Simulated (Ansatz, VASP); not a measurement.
**ZrC: VASP beside Ansatz**

Contents of INCAR:

```
SYSTEM = ZrC
ALGO     = Normal         ! electronic algorithm
EDIFF    = 1E-7           ! SCF threshold, eV
EDIFFG   = -0.05          ! ionic threshold
ENCUT    = 600            ! plane-wave cutoff, eV
GGA      = PS             ! functional
IBRION   = 2              ! ionic algorithm
ISIF     = 3              ! what is computed and relaxed
ISMEAR   = 0              ! smearing method
LASPH    = .True.         ! aspherical terms in the spheres
LCHARG   = .False.        ! write CHGCAR
LREAL    = .False.        ! projectors in reciprocal space
LWAVE    = .False.        ! write WAVECAR
NELM     = 80             ! most SCF steps
NSW      = 100            ! ionic steps
PREC     = Accurate       ! precision mode
SIGMA    = 0.1            ! smearing width, eV
```

File KPOINTS:

```
k-points
0
Gamma
  8 8 8
  0 0 0
```

File POSCAR:

```
ZrC
1.0
    0.0000000000      2.3650000000      2.3650000000
    2.3650000000      0.0000000000      2.3650000000
    2.3650000000      2.3650000000      0.0000000000
Zr C
1 1
Direct
    0.5000000000      0.5000000000      0.5000000000
    0.0000000000      0.0000000000      0.0000000000
```

Input for Ansatz:

```yaml
crystal:
  lattice:
    - [0.0, 2.365, 2.365]
    - [2.365, 0.0, 2.365]
    - [2.365, 2.365, 0.0]
  atoms:
    - { symbol: Zr, position: [0.5, 0.5, 0.5] }
    - { symbol: C, position: [0.0, 0.0, 0.0] }
basis:
  ecutwfc: 420
kpoints:
  mp_grid: { grid: [8, 8, 8] }
hamiltonian:
  xc: pbesol
scf:
  occupations: { method: gaussian, width: 0.1 }
output:
  forces: true
  stress: true
  eigenvalues: true
relax:
  adjacent_minimum: "off"
  f_tol: 0.05
  max_steps: 80
  cell: { stress_tol: 0.5 }
```

Alike in both runs: task relaxation of cell and atoms; functional PBEsol; k mesh 8 × 8 × 8; occupations gaussian, width 0.1 eV; no spin polarisation.

|  | VASP | Ansatz |
| --- | --- | --- |
| version | VASP 6.6.1 | Ansatz 0.2.0 |
| potentials or method | VASP PAW PBE potentials, release 64 (Zr_sv, C) | scalar-relativistic, plane waves, PAW |
| plane-wave cutoff (eV) | 600 | 420 |
| valence electrons in the cell | 16 | 16 |

```csv
,VASP,Ansatz,Ansatz less VASP
"gap on the k mesh at the Fermi level, each at its own relaxed structure (eV)",none,none,-
relaxed volume (Å³/atom),12.75,12.72,-0.023
relaxed cell length with the largest relative difference (Å),3.304,3.302,-0.0020
energy change over the relaxation (meV/atom),-13,-14,-0.9
```

A gap of «none» marks a metal or a gap that the smearing closes.

Caveats: the PAW data sets were made with another functional, which shifts forces and pressure a little (VASP).
